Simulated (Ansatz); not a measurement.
Zinc-blende AlSb, relaxed in Ansatz (plane waves) with several semilocal functionals. Each gives its own volume and its own elastic constant C11:

```tsv
level	V0 (Å³/atom)	elastic constant C11 (GPa)	ln V0	ln C11
LDA	28.472	84.29	3.3489	4.4343
r²SCAN+rVV10	29.188	87.14	3.3738	4.4675
r²SCAN	29.464	86.10	3.3832	4.4555
PBE	30.151	76.59	3.4062	4.3385
RPBE	30.914	73.51	3.4312	4.2974
```

### Question
Fit a straight line to ln C11 against ln V0. What does it predict for PBEsol, whose volume is 29.180 Å³/atom?

### Answer
With x = ln V0 and y = ln C11: means 3.38866 and 4.39864; Σ(Δx Δy) = -0.008113, Σ(Δx²) = 0.003949, so the slope is -2.05. At x = 3.3735 the line gives y = 4.39864 + (-2.05) × (3.3735 − 3.38866) = 4.4297, or 83.91 GPa. The run with PBEsol gives 80.63 GPa, -3.9 % from the line. The rows used scatter about it by up to 4.7 %, while the largest value lies 19 % above the smallest.

Measured: 87.7 GPa (measured, temperature not stated, no zero-point or thermal correction; as tabulated in Oses et al. (2018), arXiv:1811.08464).

Ansatz's density-functional and Hartree–Fock values are scalar-relativistic unless marked +SOC, with PAW data made under PBE.

Ansatz is a quantum-chemistry and plane-wave program.
